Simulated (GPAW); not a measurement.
# Se (Pm-3m) in GPAW: equation of state

How stiff is Se in PBE, and what volume does it want? The cell is scaled to several volumes.

Program: GPAW 26.7.0. These are calculated values, not measurements. Logs are shortened: lines on timing, memory, paths and dates and some standing lists are left out, and cuts for length are marked. The log counts tension as positive stress, the text compression.

**1. Starting point**

It takes space group Pm-3m (No. 221, cubic). The conventional cell has a = 2.811 Å, b = 2.811 Å, c = 2.811 Å, α = 90.00°, β = 90.00°, γ = 90.00°. Se (site symmetry m-3m) is surrounded by 6 Se at 2.81 Å.

This isn't the form of Se at room conditions, which is trigonal, of chains.

**2. Equation of state, PBE**

run.py reads:

```python
from ase.eos import EquationOfState
from ase.io import Trajectory, read
from ase.units import GPa
from gpaw import GPAW, PW

atoms = read('Se.xyz')

traj = Trajectory('eos.traj', 'w')
volumes, energies = [], []
for x in [0.94, 0.96, 0.98, 1.0, 1.02, 1.04, 1.06]:
    a = atoms.copy()
    a.set_cell(atoms.cell * x**(1 / 3), scale_atoms=True)
    calc = GPAW(mode=PW(600),
                xc='PBE',
                kpts={'size': (9, 9, 9), 'gamma': True},
                occupations={'name': 'fermi-dirac', 'width': 0.05},
                nbands=9,
                convergence={'density': 1e-05, 'energy': 1e-05},
                maxiter=150,
                txt=f'eos-{x:.2f}.txt')
    a.calc = calc
    energies.append(a.get_potential_energy(force_consistent=True))
    volumes.append(a.get_volume())
    p = -a.get_stress()[:3].mean() / GPa
    calc.write(f'eos-{x:.2f}.gpw')
    traj.write(a)
    print(f'{x:.2f} {volumes[-1]:10.4f} A^3 {energies[-1]:14.6f} eV {p:9.3f} GPa', flush=True)

v0, e0, B = EquationOfState(volumes, energies, eos='birchmurnaghan').fit()
print(f'V0 = {v0:.4f} A^3, E0 = {e0:.6f} eV, B0 = {B / GPa:.2f} GPa')
```

Se.xyz reads:

```xyz
1
Lattice="2.8105630200 0.0000000000 0.0000000000 0.0000000000 2.8105630200 0.0000000000 0.0000000000 0.0000000000 2.8105630200" Properties=species:S:1:pos:R:3 pbc="T T T"
Se     0.0000000000      0.0000000000      0.0000000000
```

Potentials or basis: GPAW PAW data sets (gpaw-data 1.2.1), pw.

Run with:

```
$ OMP_NUM_THREADS=1 python run.py
```

The log of the run:

```text
__  _  _
 | _ |_)|_||  |
 |__||  | ||/\| - 26.7.0

Input parameters:
  mode=PW(ecut=600.0),
  convergence={'density': 1e-05, 'energy': 1e-05},
  kpts=MonkhorstPack(size=(9, 9, 9), gamma=True),
  maxiter=150,
  nbands=9,
  occupations=Occupations(name='fermi-dirac', width=0.05),
  xc=XC(name='PBE')

Diagonalizing LCAO Hamiltonian
Converting LCAO to pw mode
   .------.
  /|      |
 * |      |
 | .------.
 |/      /
 Se-----*

Atoms  # Å, Bohr magnetons
|   | symbol |        x |        y |        z |    initial magnetic moments |
|---|--------|----------|----------|----------|-----------------------------|
| 0 |     Se | 0.000000 | 0.000000 | 0.000000 | ( 0.0000,  0.0000,  0.0000) |

Unit cell  # Å
| periodic |        x |        y |        z |  lengths |    angles |
|----------|----------|----------|----------|----------|-----------|
|      yes | 2.753188 | 0.000000 | 0.000000 | 2.753188 | 90.000000 |
|      yes | 0.000000 | 2.753188 | 0.000000 | 2.753188 | 90.000000 |
|      yes | 0.000000 | 0.000000 | 2.753188 | 2.753188 | 90.000000 |

Number of symmetries: 48
Symmetry operations  # r_c * U_cc + t_c -> r_c
|    | kind |            matrix            |
|----|------|------------------------------|
|  0 |  E   |  1, 0, 0,  0, 1, 0,  0, 0, 1 |
|  1 |  σ   |  1, 0, 0,  0, 1, 0,  0, 0,-1 |
|  2 |  σ   |  1, 0, 0,  0, 0, 1,  0, 1, 0 |
|  3 |  C4  |  1, 0, 0,  0, 0, 1,  0,-1, 0 |
|  4 |  C4  |  1, 0, 0,  0, 0,-1,  0, 1, 0 |
|  5 |  σ   |  1, 0, 0,  0, 0,-1,  0,-1, 0 |
|  6 |  σ   |  1, 0, 0,  0,-1, 0,  0, 0, 1 |
|  7 |  C2  |  1, 0, 0,  0,-1, 0,  0, 0,-1 |
|  8 |  σ   |  0, 1, 0,  1, 0, 0,  0, 0, 1 |
|  9 |  C2  |  0, 1, 0,  1, 0, 0,  0, 0,-1 |
| 10 |  C3  |  0, 1, 0,  0, 0, 1,  1, 0, 0 |
| 11 |  S6  |  0, 1, 0,  0, 0, 1, -1, 0, 0 |
| 12 |  S6  |  0, 1, 0,  0, 0,-1,  1, 0, 0 |
| 13 |  C3  |  0, 1, 0,  0, 0,-1, -1, 0, 0 |
| 14 |  C4  |  0, 1, 0, -1, 0, 0,  0, 0, 1 |
| 15 |  S4  |  0, 1, 0, -1, 0, 0,  0, 0,-1 |
| 16 |  C3  |  0, 0, 1,  1, 0, 0,  0, 1, 0 |
| 17 |  S6  |  0, 0, 1,  1, 0, 0,  0,-1, 0 |
| 18 |  σ   |  0, 0, 1,  0, 1, 0,  1, 0, 0 |
| 19 |  C4  |  0, 0, 1,  0, 1, 0, -1, 0, 0 |
| 20 |  C2  |  0, 0, 1,  0,-1, 0,  1, 0, 0 |
| 21 |  S4  |  0, 0, 1,  0,-1, 0, -1, 0, 0 |
| 22 |  S6  |  0, 0, 1, -1, 0, 0,  0, 1, 0 |
| 23 |  C3  |  0, 0, 1, -1, 0, 0,  0,-1, 0 |
| 24 |  S6  |  0, 0,-1,  1, 0, 0,  0, 1, 0 |
| 25 |  C3  |  0, 0,-1,  1, 0, 0,  0,-1, 0 |
| 26 |  C4  |  0, 0,-1,  0, 1, 0,  1, 0, 0 |
| 27 |  σ   |  0, 0,-1,  0, 1, 0, -1, 0, 0 |
| 28 |  S4  |  0, 0,-1,  0,-1, 0,  1, 0, 0 |
| 29 |  C2  |  0, 0,-1,  0,-1, 0, -1, 0, 0 |
| 30 |  C3  |  0, 0,-1, -1, 0, 0,  0, 1, 0 |
| 31 |  S6  |  0, 0,-1, -1, 0, 0,  0,-1, 0 |
| 32 |  C4  |  0,-1, 0,  1, 0, 0,  0, 0, 1 |
| 33 |  S4  |  0,-1, 0,  1, 0, 0,  0, 0,-1 |
| 34 |  S6  |  0,-1, 0,  0, 0, 1,  1, 0, 0 |
| 35 |  C3  |  0,-1, 0,  0, 0, 1, -1, 0, 0 |
| 36 |  C3  |  0,-1, 0,  0, 0,-1,  1, 0, 0 |
| 37 |  S6  |  0,-1, 0,  0, 0,-1, -1, 0, 0 |
| 38 |  σ   |  0,-1, 0, -1, 0, 0,  0, 0, 1 |
| 39 |  C2  |  0,-1, 0, -1, 0, 0,  0, 0,-1 |
| 40 |  σ   | -1, 0, 0,  0, 1, 0,  0, 0, 1 |
| 41 |  C2  | -1, 0, 0,  0, 1, 0,  0, 0,-1 |
| 42 |  C2  | -1, 0, 0,  0, 0, 1,  0, 1, 0 |
| 43 |  S4  | -1, 0, 0,  0, 0, 1,  0,-1, 0 |
| 44 |  S4  | -1, 0, 0,  0, 0,-1,  0, 1, 0 |
| 45 |  C2  | -1, 0, 0,  0, 0,-1,  0,-1, 0 |
| 46 |  C2  | -1, 0, 0,  0,-1, 0,  0, 0, 1 |
| 47 |  i   | -1, 0, 0,  0,-1, 0,  0, 0,-1 |

BZ-sampling:
  Number of BZ points: 729
  Number of IBZ points: 35

  Monkhorst-Pack size: [9, 9, 9]
  Monkhorst-Pack shift: [0, 0, 0]

K-points  # in reciprocal-cell coordinates
|     |                                coordinates |     weight |
|-----|--------------------------------------------|------------|
|   0 | (  0.00000000,   0.00000000,   0.00000000) | 0.00137174 |
|   1 | (  0.11111111,   0.00000000,   0.00000000) | 0.00823045 |
|   2 | (  0.11111111,   0.11111111,   0.00000000) | 0.01646091 |
|   3 | (  0.11111111,   0.11111111,   0.11111111) | 0.01097394 |
|   4 | (  0.22222222,   0.00000000,   0.00000000) | 0.00823045 |
|   5 | (  0.22222222,   0.11111111,   0.00000000) | 0.03292181 |
|   6 | (  0.22222222,   0.11111111,   0.11111111) | 0.03292181 |
|   7 | (  0.22222222,   0.22222222,   0.00000000) | 0.01646091 |
|   8 | (  0.22222222,   0.22222222,   0.11111111) | 0.03292181 |
|   9 | (  0.22222222,   0.22222222,   0.22222222) | 0.01097394 |
| ... |                                            |            |
|  34 | (  0.44444444,   0.44444444,   0.44444444) | 0.01097394 |

Plane wave coefficients: 739
Cutoff: 600.0 eV

Spin-components: 1 (collinear spins)
Bands:           9
Projectors:      5
Spin-degeneracy: 2
Datatype:        complex128

Parallelization:
  kpt:    1
  domain: 1
  band:   1

Density:
  Valence electrons: 6.0
  Components: 1
  Grid points: [16 16 16]
  Charge: 0.0  # |e|

Potential:
  Grid points: [16 16 16]

species:
  Se:
    name:    Selenium
    Z:       34.0
    valence: 6
    core:    28
    charge:  0.0  # [|e|]
    compensation charges:
      type: gauss
      rc: 0.27  # [Å]
      lmax: 2
    cutoffs:
      filter: 1.77  # [Å]
      core: 2.67  # [Å]
    projectors
    | kind |    occ | energy [eV] | rcut [Å] |
    |------|--------|-------------|----------|
    |   4s |  2.000 |     -17.277 |    0.847 |
    |   4p |  4.000 |      -6.512 |    1.005 |
    |    s |        |       9.935 |    0.847 |
    |    p |        |      20.699 |    1.005 |
    |    d |        |       0.000 |    0.847 |

    Using partial waves for Se as LCAO basis

Reference energy: -66103.532131  # eV

eigensolver:
  PPCG
  Converge bands: occupied
  niter=2

density mixing:
  MSR1-Mixer
  Pratt-step length: 0.05
  Maximum mixing coefficient: 0.75
  Old densities: 10
  SVD Regularization: 0.005
  Good broyden scale: 1.0
  Trust region scale: 1.0
  Backstep threshold: 4.0
  History deletion threshold: 6.0
  Fourier metric: weight=20.0, sigma=0.015

occupation numbers:
  Fermi-Dirac:
    width: 0.0500  # eV

poisson solver:
  ecut: 4800.0  # eV

xc functional:
  name: PBE with 2 nearest neighbor stencil

convergence criteria:
- Maximum integral of absolute [dens]ity change: 1e-05 electrons / valence electron
- Maximum [total energy] change in last 3 cyles: 1e-05 eV / valence electron
- Maximum integral of absolute [eigenst]ate change: 4e-08 eV^2 / valence electron
maximum number of iterations: 150

SCF iterations
|iter     | |      energy | eigst |  dens |
|---------|-|-------------|-------|-------|
|iter:   1| |   -3.269774 | -0.39 |       |
|iter:   2| |   -3.271903 | -2.62 | -1.52 |
|iter:   3| |   -3.276240 | -3.94 | -1.54 |
|iter:   4| |   -3.276588 | -4.49 | -2.10 |
|iter:   5| |   -3.276601 | -5.60 | -2.93 |
|iter:   6| |   -3.276603c| -7.13 | -3.54 |
|iter:   7| |   -3.276603c| -7.91c| -3.97 |
|iter:   8| |   -3.276603c| -8.63c| -5.20c|

Converged in 8 steps
Energy contributions relative to reference atoms: (reference = -66103.532131)

Energy contributions:
  Kinetic:           7.306884
  Coulomb:          -6.570991
  Zero:             -0.006633
  External:          0.000000
  Xc:               -4.002649
  Entropy:          -0.006426
  Spinorbit:         0.000000
  ----------------------------
  Free energy:      -3.279816
  Extrapolated:     -3.276603

dipole moment: (-10.143399, -10.143399, -10.143399)  # |e|*Ang

Fermi level: 8.065
Eigenvalues  # (at kpt = [0.000, 0.000, 0.000])
| band index |      eig [eV] | occ [0-2] |
|------------|---------------|-----------|
|          0 |        -8.719 |     2.000 |
|          1 |         9.571 |     0.000 |
|          2 |         9.571 |     0.000 |
|          3 |         9.571 |     0.000 |
|          4 |        15.711 |     0.000 |
|          5 |        15.711 |     0.000 |
|          6 |        16.379 |     0.000 |
|          7 |        31.101 |     0.000 |
|          8 |        32.768 |     0.000 |

No gap
No difference between direct/indirect transitions

Stress tensor  # eV/Ang^3
|         x |         y |         z |
|-----------|-----------|-----------|
| -0.045820 |  0.000000 |  0.000000 |
|  0.000000 | -0.045820 |  0.000000 |
|  0.000000 |  0.000000 | -0.045820 |

# Writing to eos-0.94.gpw (mode='')
```

eos-0.96.txt:

```text
SCF iterations
|iter     | |      energy | eigst |  dens |
|---------|-|-------------|-------|-------|
|iter:   1| |   -3.287102 | -0.41 |       |
|iter:   2| |   -3.289182 | -2.64 | -1.53 |
|iter:   3| |   -3.293619 | -3.90 | -1.54 |
|iter:   4| |   -3.293999 | -4.57 | -2.11 |
|iter:   5| |   -3.294010 | -5.61 | -2.92 |
|iter:   6| |   -3.294011c| -7.11 | -3.55 |
|iter:   7| |   -3.294011c| -7.90c| -3.98 |
|iter:   8| |   -3.294011c| -8.64c| -5.21c|

Converged in 8 steps
Energy contributions relative to reference atoms: (reference = -66103.532131)

Energy contributions:
  Kinetic:           6.226613
  Coulomb:          -5.719031
  Zero:             -0.005634
  External:          0.000000
  Xc:               -3.792615
  Entropy:          -0.006689
  Spinorbit:         0.000000
  ----------------------------
  Free energy:      -3.297356
  Extrapolated:     -3.294011

dipole moment: (-10.214829, -10.214829, -10.214829)  # |e|*Ang

Fermi level: 7.738
Eigenvalues  # (at kpt = [0.000, 0.000, 0.000])
| band index |      eig [eV] | occ [0-2] |
|------------|---------------|-----------|
|          0 |        -8.835 |     2.000 |
|          1 |         9.219 |     0.000 |
|          2 |         9.219 |     0.000 |
|          3 |         9.219 |     0.000 |
|          4 |        15.432 |     0.000 |
|          5 |        15.432 |     0.000 |
|          6 |        15.938 |     0.000 |
|          7 |        30.614 |     0.000 |
|          8 |        32.208 |     0.000 |

No gap
No difference between direct/indirect transitions

Stress tensor  # eV/Ang^3
|         x |         y |         z |
|-----------|-----------|-----------|
| -0.033242 |  0.000000 |  0.000000 |
|  0.000000 | -0.033242 |  0.000000 |
|  0.000000 |  0.000000 | -0.033242 |

# Writing to eos-0.96.gpw (mode='')
```

It took 31 s on 1 thread of Arm Neoverse V1, shared host; peak memory 0.17 GiB.

What came out:

| Item | Value |
| --- | --- |
| Equilibrium volume | 22.79 Å³/atom |
| Bulk modulus | 69 GPa |
| Pressure derivative of the bulk modulus | 4.3 |

Energy against volume, from the lowest point:
```
volume (Å³/atom)  energy (meV/atom)
          20.869              40.49
          21.313              22.95
          21.757              10.70
          22.201               3.20
          22.645               0.00
          23.089               0.68
          23.533               4.82
```
